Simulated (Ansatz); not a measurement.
This is a one-shot G0W0 calculation with Ansatz 0.2.0 on MgS (zincblende); the level of theory is G0W0@HSE06 with 248 empty bands, a screening cutoff of 180 eV and a 6×6×6 mesh. The cell was relaxed beforehand with r2SCAN.

```yaml
crystal:
  lattice:
    - [0.0, 2.8308768412, 2.8308768412]
    - [2.8308768412, 0.0, 2.8308768412]
    - [2.8308768412, 2.8308768412, 0.0]
  atoms:
    - { symbol: Mg, position: [0.0, 0.0, 0.0] }
    - { symbol: S, position: [0.25, 0.25, 0.25] }
kpoints:
  mp_grid: { grid: [6, 6, 6] }
hamiltonian:
  xc: hse06
scf:
  occupations: { method: fixed }
gw:
  n_empty_bands: 248
  ecut_chi: 180
  qp_bands: [v2, c2]
  qp_kpoints: band_edges
  screening: { model: contour_deformation }
```

The output follows, shortened, with numbered blanks.
```
Pseudopotential: Mg, paw, valence charge 10, recommended cutoff 420 eV (normal)
Pseudopotential: S, paw, valence charge 6, recommended cutoff 420 eV (normal)
Functional definition: HSE06
Crystal: 2 atoms, lattice volume = 45.373 Å³
[1]
Bands: 12, of which v1, the nominal top of the filled ones, is band 8 counted from 1 (7 counted from 0)
Symmetry: 24 space group operations
Space group: F-43m (ITA 216)
k-points: 16 of 216 (time reversal used)
Exchange kernel: α = 0.2500, screened, ω = 0.2079 Å⁻¹, Wigner–Seitz truncation, v(0) = 1046.6376 eV·Å³, q-mesh 6×6×6
preconditioner: auto → none  [insulator: Δε(μ)=4.482 eV  ℏωp=15.6 eV]
hybrid outer 1: dexx = +2.239e-3 eV, tail = 2.10e-5 eV
hybrid outer 2: dexx = +6.626e-8 eV, tail = 5.59e-8 eV, Δε = 1.39e-3 eV
hybrid SCF converged: 2 outer / 8 inner (+2 warm-up)
Free energy (F): -2829.725300 eV
Fermi energy:    2.401657 eV
--- G₀W₀: contour deformation, 6 samples at zero and on the imaginary axis and 3 off it, 216 q-points, 248 empty bands' worth ---
    ik  band        ε_KS         Σx   Σc(E_QP)       V_xc       Z   E_QP_lin       E_QP  E_QP is
     0     7      2.4017   -18.1005     1.6528   -15.5852  0.7980  [2]
     0     8      2.4017   -18.1005     1.6528   -15.5852  0.7980     1.5319     1.5391  root
     0     9      6.9296    -6.1886    -3.4145    -9.8267  0.8378     7.1535     7.1531  root
     0    10     11.6004    -5.1285    -3.9163    -9.5384  0.8229    12.0964    12.0939  root
     1     7      2.3046   -18.0681     1.6795   -15.5226  0.7974     1.4312     1.4386  root
     1     8      2.3046   -18.0681     1.6795   -15.5226  0.7974  [3]
     1     9      7.9541    -6.5867    -3.5157   -10.3565  0.8315     8.2087     8.2082  root
     1    10     11.3373    -5.3554    -3.9172    -9.7161  0.8214  [4]
     2     7      2.1268   -18.0299     1.7311   -15.4267  0.7963     1.2470     1.2547  root
     2     8      2.1268   -18.0299     1.7311   -15.4267  0.7963  [5]
     2     9      8.6796    -5.7579    -3.5914    -9.6851  0.8339     9.0164     9.0155  root
     2    10     11.5468    -4.5018    -3.8881    -8.8182  0.8232    11.9770    11.9750  root
     3     7      2.0447   -18.0197     1.7551   -15.3901  0.7958     1.1623     1.1702  root
     3     8      2.0447   -18.0197     1.7551   -15.3901  0.7958  [6]
     3     9      8.6518    -5.5229    -3.5617    -9.4480  0.8365     9.0162     9.0152  root
     3    10     11.2361    -4.3694    -3.8213    -8.6088  0.8259    11.6559    11.6542  root
     4     7      2.0776   -17.8968     1.7328   -15.2898  0.7964     1.1955     1.2034  root
     4     8      2.0776   -17.8968     1.7328   -15.2898  0.7964     1.1955     1.2034  root
     4     9      8.2826    -6.6773    -3.5430   -10.4711  0.8287  [7]
     4    10     10.7061    -5.1212    -3.8018    -9.3915  0.8283    11.1767    11.1746  root
     7     7      1.2721   -17.3643     1.9103   -14.5604  0.7918     0.3694     0.3786  root
     7     8      2.0303   -17.9902     1.7548   -15.3607  0.7958  [8]
     7     9      9.6203    -5.7626    -3.7191    -9.8565  0.8294     9.9963     9.9950  root
     7    10     10.3366    -4.3786    -3.7505    -8.4047  0.8238    10.6129    10.6121  root
     8     7      1.6663   -17.5798     1.8216   -14.8729  0.7943     0.7725     0.7810  root
     8     8      2.2766   -18.1122     1.6913   -15.5544  0.7971     1.4027     1.4101  root
     8     9      9.0727    -6.5491    -3.7000   -10.5321  0.8250     9.3564     9.3557  root
     8    10     11.0036    -5.4007    -3.8964    -9.7302  0.8224    11.4387    11.4367  root
     9     7      1.5217   -17.6597     1.8815   -14.8862  0.7930     0.6208     0.6297  root
     9     8      1.5217   -17.6597     1.8815   -14.8862  0.7930     0.6208     0.6297  root
     9     9      8.0715    -4.3097    -3.3846    -7.9471  0.8374     8.3247     8.3242  root
     9    10      9.6240    -4.9699    -3.6079    -9.0117  0.8355    10.0595    10.0579  root
    10     7      0.9251   -17.1587     2.0041   -14.2511  0.7895     0.0118     0.0217  root
    10     8      1.4474   -17.6550     1.9021   -14.8592  0.7924  [9]
    10     9      8.0127    -4.1342    -3.3598    -7.7526  0.8384     8.2718     8.2713  root
    10    10      9.9642    -5.2704    -3.6660    -9.3592  0.8315    10.3886    10.3870  root
  […]
```

The points are ik 0 = (0, 0, 0) (Γ), ik 1 = (0, 0, 1/6), ik 2 = (0, 0, 1/3), ik 3 = (0, 0, -1/2), ik 4 = (0, 1/6, 1/6), ik 7 = (0, 1/6, -1/3), ik 8 = (0, 1/6, -1/6), ik 9 = (0, 1/3, 1/3), ik 10 = (0, 1/3, -1/2), ik 12 = (0, -1/2, -1/2); band 8 is the last filled one.

Task: What stood in the gaps? They hold quasiparticle rows, cutoff and plane waves at Γ.

Result:
```
[1]
Basis set: ecut = 420 eV, 893 PW (Γ)
[2]
     0     7      2.4017   -18.1005     1.6528   -15.5852  0.7980     1.5319     1.5391  root
[3]
     1     8      2.3046   -18.0681     1.6795   -15.5226  0.7974     1.4312     1.4386  root
[4]
     1    10     11.3373    -5.3554    -3.9172    -9.7161  0.8214    11.7829    11.7808  root
[5]
     2     8      2.1268   -18.0299     1.7311   -15.4267  0.7963     1.2470     1.2547  root
[6]
     3     8      2.0447   -18.0197     1.7551   -15.3901  0.7958     1.1623     1.1702  root
[7]
     4     9      8.2826    -6.6773    -3.5430   -10.4711  0.8287     8.5339     8.5334  root
[8]
     7     8      2.0303   -17.9902     1.7548   -15.3607  0.7958     1.1477     1.1555  root
[9]
    10     8      1.4474   -17.6550     1.9021   -14.8592  0.7924     0.5447     0.5536  root
```
Only the leading digits can be foreseen; the rest is this run's record.

Over the mesh points the HSE06 gap of 4.53 eV becomes a quasiparticle gap of 5.61 eV (direct at Γ), a change of +1.08 eV. Renormalisation factors Z lie between 0.79 and 0.84. G0W0 values are finite-basis, finite-mesh values.

Wall time 19 s on 1 × NVIDIA H100 80GB HBM3 with 2 threads of AMD EPYC 7R13 Processor (Zen 3), on a shared host, load about 1.5 per core; peak host memory 1.6 GiB.

All values are calculated for a non-magnetic cell, which may be hypothetical.
